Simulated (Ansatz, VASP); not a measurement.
## Ti in VASP and in Ansatz

```xyz
1
Lattice="-1.4771 1.4771 1.5917 1.4771 -1.4771 1.5917 1.4771 1.4771 -1.5917" Properties=species:S:1:pos:R:3 pbc="T T T"
Ti    0.0000    0.0000    0.0000
```

Alike in both runs: task single point; functional PBEsol; k mesh 22 × 22 × 22; occupations gaussian, width 0.15 eV; no spin polarisation.

|  | VASP | Ansatz |
| --- | --- | --- |
| version | VASP 6.6.1 | Ansatz 0.2.0 |
| potentials or method | VASP PAW PBE potentials, release 64 (Ti_sv) | scalar-relativistic, plane waves, PAW |
| plane-wave cutoff (eV) | 520 | 520 |
| valence electrons in the cell | 12 | 12 |

|  | VASP | Ansatz | Ansatz less VASP |
| --- | --- | --- | --- |
| gap on the k mesh at the Fermi level (eV) | none | none | - |
| pressure (GPa) | 25.6 | 26.2 | +0.59 |

A gap of «none» marks a metal or a gap that the smearing closes. Ansatz warned: «pseudo_functional_mismatch».

Caveats: so large a pressure means that the cell lies far from this level's equilibrium, or that cutoff or potentials fall short (VASP); the potentials were made for another functional, which shifts forces and pressure (VASP).
